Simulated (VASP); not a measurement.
# BaS (Fm-3m) in VASP: further runs

Runs on BaS. Level: PBEsol. Tasks: single point, relaxation of cell and atoms.

Program: VASP 6.6.1. These are calculated values, not measurements. Logs are shortened: lines on timing, memory, paths and dates and some standing lists are left out, and cuts for length are marked.

### Step 1. The structure

Symmetry: Fm-3m, No. 225, cubic system. Conventional cell: a = 6.429 Å, b = 6.429 Å, c = 6.429 Å, α = 90.00°, β = 90.00°, γ = 90.00°. Around Ba (site symmetry m-3m) lie 6 S at 3.21 Å. S (site symmetry m-3m) is surrounded by 6 Ba at 3.21 Å.

### Step 2. Single point, PBEsol (relaxed again under DFT PBEsol, scalar-relativistic, plane waves, PAW)

INCAR

```
PREC     = Accurate       # precision mode
ENCUT    = 520            # plane-wave cutoff, eV
EDIFF    = 1E-6           # SCF threshold, eV
ISMEAR   = 0              # smearing method
SIGMA    = 0.02           # smearing width, eV
LREAL    = F              # projectors in reciprocal space
LASPH    = T              # aspherical terms in the spheres
NELM     = 80             # most SCF steps
ALGO     = Fast           # electronic algorithm
ISIF     = 2              # what is computed and relaxed
LWAVE    = F              # write WAVECAR
LCHARG   = F              # write CHGCAR
GGA      = PS             # functional
NBANDS   = 15             # bands
```

KPOINTS

```
Automatic mesh
0
Gamma
  8 8 8
```

POSCAR

```
BaS
1.0
    0.0000000000      3.1669366681      3.1669366681
    3.1669366681      0.0000000000      3.1669366681
    3.1669366681      3.1669366681      0.0000000000
Ba S
1 1
Direct
    0.0000000000      0.0000000000      0.0000000000
    0.5000000000      0.5000000000      0.5000000000
```

Potentials or basis: VASP PAW PBE potentials, release 64 (Ba_sv, S).

The run is started by

```
> cat potpaw_PBE.64/Ba_sv/POTCAR potpaw_PBE.64/S/POTCAR > POTCAR
> mpirun -np 1 vasp_std > vasp.out
```

OUTCAR:

```text
PREC = Accurate
   ENCUT = 520
   EDIFF = 1E-6
   ISMEAR = 0
   LREAL = F
   LASPH = T
   NELM = 80
   ISIF = 2
   GGA = PS

 ion  position               nearest neighbor table
   1  0.000  0.000  0.000-   2 3.17   2 3.17   2 3.17   2 3.17   2 3.17   2 3.17
   2  0.500  0.500  0.500-   1 3.17   1 3.17   1 3.17   1 3.17   1 3.17   1 3.17

  LATTYP: Found a face centered cubic cell.
 ALAT       =     6.3338733362

  Lattice vectors:

 A1 = (   0.0000000000,   3.1669366681,   3.1669366681)
 A2 = (   3.1669366681,   0.0000000000,   3.1669366681)
 A3 = (   3.1669366681,   3.1669366681,   0.0000000000)

Analysis of symmetry for initial positions (statically):
=====================================================================
 Subroutine PRICEL returns:
 Original cell was already a primitive cell.

 Routine SETGRP: Setting up the symmetry group for a
 face centered cubic supercell.

 Subroutine GETGRP returns: Found 48 space group operations
 (whereof 48 operations were pure point group operations)
 out of a pool of 48 trial point group operations.

The static configuration has the point symmetry O_h .

Analysis of symmetry for dynamics (positions and initial velocities):
=====================================================================
 Subroutine PRICEL returns:
 Original cell was already a primitive cell.

 Routine SETGRP: Setting up the symmetry group for a
 face centered cubic supercell.

 Subroutine GETGRP returns: Found 48 space group operations
 (whereof 48 operations were pure point group operations)
 out of a pool of 48 trial point group operations.

The dynamic configuration has the point symmetry O_h .

 Subroutine INISYM returns: Found 48 space group operations
 (whereof 48 operations are pure point group operations),
 and found     1 'primitive' translations

----------------------------------------------------------------------------------------

                                     Primitive cell

  volume of cell :      63.5255

  direct lattice vectors                    reciprocal lattice vectors
     0.000000000  3.166936668  3.166936668    -0.157881275  0.157881275  0.157881275
     3.166936668  0.000000000  3.166936668     0.157881275 -0.157881275  0.157881275
     3.166936668  3.166936668  0.000000000     0.157881275  0.157881275 -0.157881275

  length of vectors
     4.478724787  4.478724787  4.478724787     0.273458390  0.273458390  0.273458390

  position of ions in fractional coordinates (direct lattice)
     0.000000000  0.000000000  0.000000000
     0.500000000  0.500000000  0.500000000

  ion indices of the primitive-cell ions
   primitive index   ion index
                 1           1
                 2           2

----------------------------------------------------------------------------------------

 KPOINTS: Automatic mesh

Automatic generation of k-mesh.
 Grid dimensions read from file:
 generate k-points for:    8    8    8

 Generating k-lattice:

  Cartesian coordinates                     Fractional coordinates (reciprocal lattice)
    -0.019735159  0.019735159  0.019735159     0.125000000  0.000000000  0.000000000
     0.019735159 -0.019735159  0.019735159     0.000000000  0.125000000  0.000000000
     0.019735159  0.019735159 -0.019735159     0.000000000  0.000000000  0.125000000

  Length of vectors
     0.034182299  0.034182299  0.034182299

  Shift w.r.t. Gamma in fractional coordinates (k-lattice)
     0.000000000  0.000000000  0.000000000

 Subroutine IBZKPT returns following result:
 ===========================================

 Found     29 irreducible k-points:

 Following reciprocal coordinates:
            Coordinates               Weight
  0.000000  0.000000  0.000000      1.000000
  0.125000  0.000000  0.000000      8.000000
  0.250000  0.000000  0.000000      8.000000
  0.375000  0.000000  0.000000      8.000000
  0.500000  0.000000  0.000000      4.000000
  0.125000  0.125000  0.000000      6.000000
[... 16 lines left out ...]
  0.500000  0.250000  0.125000     48.000000
 -0.375000  0.250000  0.125000     24.000000
 [... further k-points ...]
   k-points           NKPTS =     29   k-points in BZ     NKDIM =     29   number of bands    NBANDS=     15
   number of dos      NEDOS =    301   number of ions     NIONS =      2
   total plane-waves  NPLWV =  46656
   dimension x,y,z NGX =    36 NGY =   36 NGZ =   36
   dimension x,y,z NGXF=    72 NGYF=   72 NGZF=   72
   ions per type =               1   1
   NGX,Y,Z   is equivalent  to a cutoff of  13.36, 13.36, 13.36 a.u.
   NGXF,Y,Z  is equivalent  to a cutoff of  26.73, 26.73, 26.73 a.u.
 SYSTEM =  unknown system
   PREC   = accura    normal or accurate (medium, high low for compatibility)
   ISTART =      0    job   : 0-new  1-cont  2-samecut
   ICHARG =      2    charge: 1-file 2-atom 10-const
   ISPIN  =      1    spin polarized calculation?
   LNONCOLLINEAR =      F non collinear calculations
   LSORBIT =      F    spin-orbit coupling
   LASPH  =      T    aspherical Exc in radial PAW
   ENCUT  =  520.0 eV  38.22 Ry    6.18 a.u.   8.33  8.33  8.33*2*pi/ulx,y,z
   NELM   =     80;   NELMIN=  2; NELMDL= -5     # of ELM steps
   EDIFF  = 0.1E-05   stopping-criterion for ELM
   LREAL  =      F    real-space projection
   EDIFFG = 0.1E-04   stopping-criterion for IOM
   NSW    =      0    number of steps for IOM
   IBRION =     -1    ionic relax: 0-MD 1-quasi-New 2-CG
   NFREE  =      0    steps in history (QN), initial steepest desc. (CG)
   ISIF   =      2    stress and relaxation
   ISYM   =      2    0-nonsym 1-usesym 2-fastsym
   POTIM  = 0.5000    time-step for ionic-motion
   TEBEG  =    0.0;   TEEND  =   0.0 temperature during run
   PSTRESS=    0.0 pullay stress
   NELECT =      16.0000    total number of electrons
   NUPDOWN=      -1.0000    fix difference up-down
   EMIN   =  10.00;   EMAX   =-10.00  energy-range for DOS
   EFERMI =   0.00;   METHOD = LEGACY
   ISMEAR =     0;   SIGMA  =   0.02  broadening in eV -4-tet -1-fermi 0-gaus
   EFERMI_NEDOS =   21; number of points for ismear=-14 and -15
   IALGO  =     68    algorithm
   IMIX   =      4    mixing-type and parameters
     AMIX     =   0.40;   BMIX     =  1.00
     AMIX_MAG =   1.60;   BMIX_MAG =  1.00
  volume/ion in A,a.u.               =      31.76       214.35
  Fermi-wavevector in a.u.,A,eV,Ry     =   1.033869  1.953729 14.543060  1.068885
  Thomas-Fermi vector in A             =   2.168136
   LORBIT       =      0    0 simple, 1 ext, 2 COOP (PROOUT), +10 PAW based schemes
   GGA     = PS    functional components
   LHFCALC =     F    Hartree Fock is set to
   AEXX    =    0.0000 exact exchange contribution
   IVDW    =     0    specifies the selected vdW correction
   LEPSILON=     F    determine dielectric tensor
   LRPA    =     F    only Hartree local field effects (RPA)
 non-spin polarized calculation
 RMM-DIIS sequential band-by-band and
 Gauss-broadening in eV      SIGMA  =   0.02
  energy-cutoff  :      520.00
  volume of cell :       63.53
 maximum number of plane-waves:      1727
 NGX is ok and might be reduce to    36
   NGX = 17   NGY = 17   NGZ = 17

 number of electron      15.9999999 magnetization

 Free energy of the ion-electron system (eV)
  ---------------------------------------------------
  ext. energy  EPLUGINS =         0.00000000
  ---------------------------------------------------
  free energy    TOTEN  =       -10.71752419 eV

  energy without entropy =      -10.71752419  energy(sigma->0) =      -10.71752419

 E-fermi :   1.6161     XC(G=0):  -8.9291

 val. band max:        1.4754755106   @ k =   0.0000   0.0000   0.0000
 cond. band min:       3.4107494944   @ k =   0.5000   0.5000   0.0000
 fundamental gap:      1.9352739838
 Fermi energy:         1.6161207788

 k-point     1 :       0.0000    0.0000    0.0000
  band No.  band energies     occupation
      1     -24.4826      2.00000
      2      -9.5217      2.00000
      3      -9.5217      2.00000
      4      -9.5217      2.00000
      5      -8.9173      2.00000
      6       1.4755      2.00000
      7       1.4755      2.00000
      8       1.4755      2.00000
      9       5.0069      0.00000
     10       5.2594      0.00000
     11       5.2594      0.00000
     12       5.2594      0.00000
     13       6.2406      0.00000
     14       6.2406      0.00000
     15      10.0292      0.00000

 k-point     2 :       0.1250    0.0000    0.0000
  band No.  band energies     occupation
      1     -24.4750      2.00000
      2      -9.8942      2.00000
      3      -9.5281      2.00000
      4      -9.5281      2.00000
      5      -8.5313      2.00000
      6       1.0363      2.00000
      7       1.2483      2.00000
      8       1.2483      2.00000
      9       5.2514      0.00000
     10       5.5026      0.00000
     11       5.5026      0.00000
     12       5.6407      0.00000
     13       6.7203      0.00000
     14       6.7203      0.00000
     15      10.6860      0.00000

 k-point     3 :       0.2500    0.0000    0.0000
  band No.  band energies     occupation
      1     -24.4567      2.00000
      2     -10.3682      2.00000
      3      -9.5432      2.00000
      4      -9.5432      2.00000
      5      -8.0224      2.00000
      6       0.2535      2.00000
      7       0.8041      2.00000
      8       0.8041      2.00000
      9       5.4859      0.00000
     10       6.1826      0.00000
     11       6.1826      0.00000
     12       6.8600      0.00000
     13       7.9144      0.00000
     14       7.9144      0.00000
     15      12.0628      0.00000

 k-point     4 :       0.3750    0.0000    0.0000
  band No.  band energies     occupation
      1     -24.4382      2.00000
      2     -10.6941      2.00000
      3      -9.5581      2.00000
      4      -9.5581      2.00000
      5      -7.6574      2.00000
      6      -0.3534      2.00000
      7       0.4481      2.00000
      8       0.4481      2.00000
      9       6.1168      0.00000
     10       7.1639      0.00000
     11       7.1639      0.00000
     12       7.6219      0.00000
     13       9.3816      0.00000
     14       9.3816      0.00000
     15      11.8057      0.00000
[... 307 lines left out ...]
 k-point    22 :       0.3750    0.2500    0.1250
  band No.  band energies     occupation
      1     -24.4433      2.00000
      2     -10.3910      2.00000
      3      -9.6729      2.00000
      4      -9.5764      2.00000
      5      -8.0163      2.00000
      6       0.0107      2.00000
      7       0.7384      2.00000
      8       1.1636      2.00000
      9       4.7439      0.00000
     10       6.5145      0.00000
     11       6.9607      0.00000
     12       7.5523      0.00000
     13       7.7490      0.00000
     14       9.6947      0.00000
     15      11.8255      0.00000

 k-point    23 :       0.5000    0.2500    0.1250
  band No.  band energies     occupation
      1     -24.4287      2.00000
      2     -10.5276      2.00000
      3      -9.7313      2.00000
      4      -9.6132      2.00000
      5      -7.9011      2.00000
      6      -0.0612      2.00000
      7       0.5054      2.00000
      8       0.9120      2.00000
      9       5.2548      0.00000
     10       7.0700      0.00000
     11       7.6485      0.00000
     12       7.8361      0.00000
     13       9.0165      0.00000
     14      10.3164      0.00000
     15      10.9888      0.00000

 k-point    24 :      -0.3750    0.2500    0.1250
  band No.  band energies     occupation
      1     -24.4226      2.00000
      2     -10.5811      2.00000
      3      -9.7423      2.00000
      4      -9.6407      2.00000
      5      -7.8582      2.00000
      6      -0.0917      2.00000
      7       0.5653      2.00000
      8       0.6550      2.00000
      9       6.0950      0.00000
     10       6.3006      0.00000
     11       8.1945      0.00000
     12       8.4371      0.00000
     13       9.4120      0.00000
     14      10.3264      0.00000
     15      11.0397      0.00000

 [... further k-points ...]
[... 5 lines left out ...]
  --------------------------------------------------------------------------------------
  -------------------------------------------------------------------------------------
  Total        0.2566643      0.2566643      0.2566643      0.0000000      0.0000000      0.0000000
  in kB        6.4733328      6.4733328      6.4733328      0.0000000      0.0000000      0.0000000
  external PRESSURE =       6.4733328 kB  Pullay stress =       0.0000000 kB

 VOLUME and BASIS-vectors are now :
 -----------------------------------------------------------------------------
  energy-cutoff  :      520.00
  volume of cell :       63.53
      direct lattice vectors                 reciprocal lattice vectors
     0.000000000  3.166936668  3.166936668    -0.157881275  0.157881275  0.157881275
     3.166936668  0.000000000  3.166936668     0.157881275 -0.157881275  0.157881275
     3.166936668  3.166936668  0.000000000     0.157881275  0.157881275 -0.157881275

 POSITION                                       TOTAL-FORCE (eV/Angst)
 -----------------------------------------------------------------------------------
      0.00000      0.00000      0.00000         0.000000      0.000000     -0.000000
      3.16694      3.16694      3.16694         0.000000      0.000000      0.000000
 -----------------------------------------------------------------------------------
    total drift:                                0.000000      0.000000      0.000000

  FREE ENERGIE OF THE ION-ELECTRON SYSTEM (eV)
  ---------------------------------------------------
  free  energy   TOTEN  =       -10.7175241888 eV

  energy  without entropy=      -10.7175241888  energy(sigma->0) =      -10.71752419
```

Wall time 16 s (1 thread of Intel Xeon 6975P-C (Granite Rapids), shared host); peak memory 0.2 GiB.

Results:

```yaml
Free_energy: -10.7175 eV
Pressure: 0.6 GPa
Band_gap_on_the_k_mesh: 1.94 eV, indirect (least direct gap 2.06 eV)
```

Levels at points of the mesh, in eV from the valence-band top:
| k point | band 6 | band 7 | band 8 | band 9 | band 10 | band 11 |
| --- | --- | --- | --- | --- | --- | --- |
| (0.00, 0.00, 0.00) | 0.00 | 0.00 | 0.00 | 3.53 | 3.78 | 3.78 |
| (0.50, 0.00, 0.00) | -2.05 | -1.16 | -1.16 | 5.55 | 5.60 | 6.36 |
| (0.50, 0.50, 0.00) | -0.51 | -0.13 | -0.13 | 1.94 | 5.97 | 6.08 |

Caveat: the PAW data sets were made with another functional, which shifts forces and pressure a little; spin-orbit coupling is left out, which moves the levels of the heavy elements.

[end of part 1 of 2]
